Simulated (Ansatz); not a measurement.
PbS (begun as wurtzite type, now flat h-MgO) under strong compression

```xyz
4
Lattice="5.0325 0.0000 0.0000 -2.5162 4.3582 0.0000 0.0000 0.0000 6.0158" Properties=species:S:1:pos:R:3 pbc="T T T"
Pb    0.0000    2.9055   -0.3740
Pb    2.5162    1.4527    2.6339
S     0.0000    2.9055    2.6359
S     2.5162    1.4527    5.6438
```

The cell comes from a relaxation on PAW files under the same functional, begun from a prototype that needn't be the stable phase.

The start type wasn't kept: the relaxed cell is flat h-MgO.

Its volume is scaled, and at each volume shape and atoms are relaxed on PAW files; all methods then take that cell.

All numbers are PBE results (scalar-relativistic) from Ansatz 0.2.0, with a Γ-centred 9×9×5 k mesh, Fermi–Dirac smearing of 0.05 eV, no spin polarisation. Methods: LAPW: all electrons, basis error target 1 meV/atom; PAW: frozen-core files, cutoff 420 eV; crystal datasets: all electrons, by PAW datasets that the program makes for each cell; norm-conserving: pseudopotentials, cutoff 850 eV.

Energies are extrapolated to zero smearing and count from the unscaled cell; pressure is positive in compression; gaps take the mesh and a band path. No temperature or zero-point motion is included.

Spin–orbit coupling is left out, which matters for the heavy atoms.

| V/V0 | V (Å³/atom) | P LAPW (GPa) | ΔE LAPW (eV/atom) | P PAW − LAPW (GPa) | ΔE PAW − LAPW (meV/atom) | gap (eV) | space group | shortest distance (Å) |
| --- | --- | --- | --- | --- | --- | --- | --- | --- |
| 1.00 | 32.99 | 0.02 | 0.000 | -0.01 | 0.0 | 1.45 | P6_3/mmc | 2.905 |
| 0.94 | 31.01 | 2.92 | 0.017 | -0.01 | -0.1 | 1.36 | P6_3/mmc | 2.844 |
| 0.88 | 29.03 | 6.89 | 0.076 | -0.01 | -0.2 | 1.23 | P6_3/mmc | 2.780 |
| 0.80 | 26.39 | 14.64 | 0.249 | -0.01 | -0.4 | – | P6_3/mmc | 2.690 |
| 0.72 | 23.75 | 26.7 | 0.582 | -0.01 | -0.5 | – | P6_3/mmc | 2.594 |
| 0.64 | 21.11 | ? | ? | ? | ? | ? | ? | ? |
| 0.55 | 18.14 | 80.0 | 2.306 | 0.01 | -0.7 | 0.00 | P6_3/mmc | 2.372 |

(1) Fit the Vinet equation to the LAPW pressures shown (residuals weighted by 1/(|P| + 0.03·Pmax)), and predict the pressure of the withheld row.

(2) At the smallest volume, how far do crystal datasets and norm-conserving lie from LAPW in pressure?

(3) How do the Löwdin populations by LAPW change from the unscaled cell to the last row?

Results:

(1) The fit gives V0 = 33.00 Å³/atom, B0 = 41.3 GPa and B0′ = 4.23. At 21.11 Å³/atom, x = (V/V0)^(1/3) = 0.8617, and P = 3·B0·(1 − x)/x²·exp[1.5·(B0′ − 1)·(1 − x)] = 45.2 GPa. The run itself gave 45.8 GPa (-1.3 % off) and ΔE = 1.167 eV/atom.

(2) crystal datasets: 0.00 GPa; norm-conserving: +0.19 GPa, on a LAPW pressure of 80.0 GPa.

(3) Pb 6s 1.94 → 1.69, Pb 6p 1.56 → 2.08, S 3s 1.81 → 1.68, S 3p 4.66 → 4.45 electrons an atom. These are projections on the shells that the free atoms fill; 0.09 e a cell lies outside them at the start and 0.30 e at the end.
